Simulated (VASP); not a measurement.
**TiAl: equation of state with PBEsol**

The system is TiAl.

```xyz
2
Lattice="2.8504 0.0000 0.0000 -1.4252 2.4685 0.0000 0.0000 0.0000 4.6181" Properties=species:S:1:pos:R:3 pbc="T T T"
Ti    0.0000    0.0000    0.0000
Al    0.0000    1.6457    2.3090
```

The cell comes from a database or a generator and needn't be the stable form of this composition.

```json
{
 "Program": "VASP 6.6.1",
 "Task": "equation of state",
 "Functional": "PBEsol",
 "Potentials or basis": "VASP PAW PBE potentials, release 64 (Ti_sv, Al)",
 "Cutoff": "520 eV",
 "k mesh": "10 × 10 × 6",
 "Occupations": "fermi-dirac, width 0.05 eV",
 "Spin": "no spin polarisation",
 "Ladder": "gaps",
 "Further INCAR settings": "ALGO = Normal; EDIFF = 1e-06"
}
```

```
Equilibrium volume                        : 16.24 Å³/atom
Bulk modulus at fixed shape and positions : 112 GPa
Pressure derivative of the bulk modulus   : 3.8 (rough: it moves with the points fitted)
```

Energy against volume, from the lowest point:
```
volume (Å³/atom)  energy (meV/atom)
          15.597               9.61
          15.922               2.30
          16.247               0.00
          16.572               2.25
          16.897               8.65
```

All runs of the series together: 100 s on 1 thread of Intel(R) Xeon(R) Platinum 8259CL CPU @ 2.50GHz (Skylake/Cascade Lake) (shared host).

Caveat: the cell was scaled at fixed shape and fractional positions, which overstates the stiffness of a crystal with free parameters, most of all of layers and chains; the PAW data sets were made with another functional, which shifts forces and pressure a little.
